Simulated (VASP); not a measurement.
Input of a VASP 6.6.1 run:

Contents of POSCAR:

```
Ga2O3                                   
1.0
    2.5017298205      1.4443743840      4.4846472834
   -2.5017298205      1.4443743840      4.4846472834
    0.0000000000     -2.8887487679      4.4846472834
  Ga              O             
     4     6
Direct
     0.6440994627465026    0.6440994627465026    0.6440994627465026
     0.8559005372534974    0.8559005372534974    0.8559005372534974
     0.1440994627465028    0.1440994627465028    0.1440994627465028
     0.3559005372534972    0.3559005372534972    0.3559005372534972
     0.4472138551568126    0.0527861448431874    0.7500000000000000
     0.9472138551568209    0.2500000000000084    0.5527861448431708
     0.0527861448431791    0.7499999999999918    0.4472138551568293
     0.7500000000000082    0.4472138551568209    0.0527861448431707
     0.2499999999999916    0.5527861448431791    0.9472138551568292
     0.5527861448431873    0.9472138551568127    0.2500000000000000
```

Contents of INCAR.step1:

```
SYSTEM = Ga2O3
  ALGO = Normal
  EDIFF = 1E-6
  ENCUT = 520
  GGA = PS
  ISIF = 2
  ISMEAR = 0
  KPAR = 4
  LASPH = .True.
  LCHARG = .True.
  LREAL = .False.
  LWAVE = .False.
  NBANDS = 55
  NELM = 100
  PREC = Accurate
  SIGMA = 0.02
```

Contents of KPOINTS.step1:

```
k-points
0
Gamma
  6 6 6
  0 0 0
```

The input INCAR.step2:

```
SYSTEM = Ga2O3
  ALGO = Normal
  EDIFF = 1E-6
  ENCUT = 520
  GGA = PS
  ICHARG = 11
  ISIF = 2
  ISMEAR = 0
  KPAR = 4
  LASPH = .True.
  LCHARG = .False.
  LREAL = .False.
  LWAVE = .False.
  NBANDS = 55
  NELM = 100
  PREC = Accurate
  SIGMA = 0.05
```

Contents of KPOINTS.step2:

```
path GLB1,BZGX,QFP1Z,LP
15
line-mode
reciprocal
 0.0000000000  0.0000000000  0.0000000000  G
 0.5000000000  0.0000000000  0.0000000000  L

 0.5000000000  0.0000000000  0.0000000000  L
 0.5000000000  0.2337696953 -0.2337696953  B1

 0.7662303047  0.5000000000  0.2337696953  B
 0.5000000000  0.5000000000  0.5000000000  Z

 0.5000000000  0.5000000000  0.5000000000  Z
 0.0000000000  0.0000000000  0.0000000000  G

 0.0000000000  0.0000000000  0.0000000000  G
 0.3668848476  0.0000000000 -0.3668848476  X

 0.6331151524  0.3668848476  0.0000000000  Q
 0.5000000000  0.5000000000  0.0000000000  F

 0.5000000000  0.5000000000  0.0000000000  F
 0.6331151524  0.6331151524  0.2337696953  P1

 0.6331151524  0.6331151524  0.2337696953  P1
 0.5000000000  0.5000000000  0.5000000000  Z

 0.5000000000  0.0000000000  0.0000000000  L
 0.7662303047  0.3668848476  0.3668848476  P
```

Potentials or basis: VASP PAW PBE potentials, release 64 (Ga_d, O).

Command:

```console
$ cat potpaw_PBE.64/Ga_d/POTCAR potpaw_PBE.64/O/POTCAR > POTCAR
$ cp INCAR.step1 INCAR
$ cp KPOINTS.step1 KPOINTS
$ mpirun -np 4 vasp_std > vasp.out
$ cp INCAR.step2 INCAR
$ cp KPOINTS.step2 KPOINTS
$ mpirun -np 4 vasp_std > vasp.out
```

**Question.** Estimate the band gap on the k mesh.

**Answer.** 2.68 eV, indirect (least direct gap 2.94 eV).

**Question.** What does it give for the band gap along the path?

**Answer.** 2.68 eV, indirect (least direct gap 2.94 eV).

Levels at the corners of the path, in eV from the valence-band top:
```csv
point,band 42,band 43,band 44,band 45,band 46,band 47
Γ,-0.32,-0.26,-0.26,2.68,6.56,6.65
L,-0.99,-0.15,-0.15,6.29,6.29,6.60
L,-0.99,-0.15,-0.15,6.29,6.29,6.60
B1,-0.57,-0.34,-0.34,6.58,6.58,7.12
B,-0.57,-0.34,-0.34,6.58,6.58,7.12
Z,-0.31,-0.31,-0.31,5.75,5.75,7.72
Z,-0.31,-0.31,-0.31,5.75,5.75,7.72
Γ,-0.32,-0.26,-0.26,2.68,6.56,6.65
Γ,-0.32,-0.26,-0.26,2.68,6.56,6.65
X,-0.51,-0.49,-0.18,6.38,6.48,7.05
Q,-0.51,-0.49,-0.18,6.38,6.48,7.05
F,-0.70,-0.25,-0.15,6.43,6.64,7.45
F,-0.70,-0.25,-0.15,6.43,6.64,7.45
P1,-0.62,-0.48,-0.31,6.45,6.96,7.04
P1,-0.62,-0.48,-0.31,6.45,6.96,7.04
Z,-0.31,-0.31,-0.31,5.75,5.75,7.72
L,-0.99,-0.15,-0.15,6.29,6.29,6.60
P,-0.62,-0.48,-0.31,6.45,6.96,7.04
```

Caveat: the log is that of the step along the path at fixed density, whose energy, stress, charges and moments have no meaning. Expect the measured gap to be larger: semilocal functionals such as PBEsol lack the derivative discontinuity.
